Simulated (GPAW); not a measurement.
Runs of GPAW 26.7.0 on SnSe2. Symmetry: P-3m1, No. 164, trigonal system. The conventional cell has a = 3.811 Å, b = 3.811 Å, c = 6.136 Å, α = 90.00°, β = 90.00°, γ = 120.00°. Sn (site symmetry -3m) has 6 Se at 2.68 Å as nearest neighbours. Se (site symmetry 3m) has 3 Sn at 2.68 Å as nearest neighbours. 

```tsv
task	level	potentials or basis	cell	k mesh	cutoff (eV)	smearing	maxiter	kernel	response ecut	response k mesh	response bands	grid spacing	other keys	mesh quality	gap on the mesh (eV)	pressure (GPa)	largest force (eV/Å)
eps q	PBEsol	PAW data sets generated in the run's folder for this functional, pw	as given	7 × 7 × 4	450	fermi-dirac 0.001 eV	150	RPA	60 eV	11 × 11 × 6	43	-	-	not flagged	0.74	-	-
single point	PBE	GPAW PAW data sets (gpaw-data 1.2.1), pw	volume scaled by 1.08	6 × 6 × 4	500	fermi-dirac 0.05 eV	80	-	-	-	-	-	-	not flagged	0.76	(b)	(a)
single point	PBEsol	PAW data sets generated in the run's folder for this functional, pw	as given	7 × 7 × 4	500	fermi-dirac 0.01 eV	150	-	-	-	-	-	-	not flagged	0.74	2.1	0.58
single point	PBEsol	PAW data sets generated in the run's folder for this functional, pw	as given	7 × 7 × 4	450	fermi-dirac 0.01 eV	150	-	-	-	-	-	-	not flagged	0.74	1.6	0.58
```

Alike in all rows: no spin polarisation.

Question: Estimate the missing entries.

Answer: (a) 0.06; (b) -0.2.

Caveats: spin-orbit coupling is left out, which moves the levels of the heavy elements; this functional lacks dispersion, which binds the layers, so the pressure and a relaxed spacing across them are unreliable; an odd mesh through Γ misses points on the zone boundary, where band edges often lie (some runs); the cutoff is short for stress and forces, so pressures can be off by a GPa or more (some runs).

A k mesh can miss the band edges, and the runs leave out spin-orbit coupling on Se, Sn.
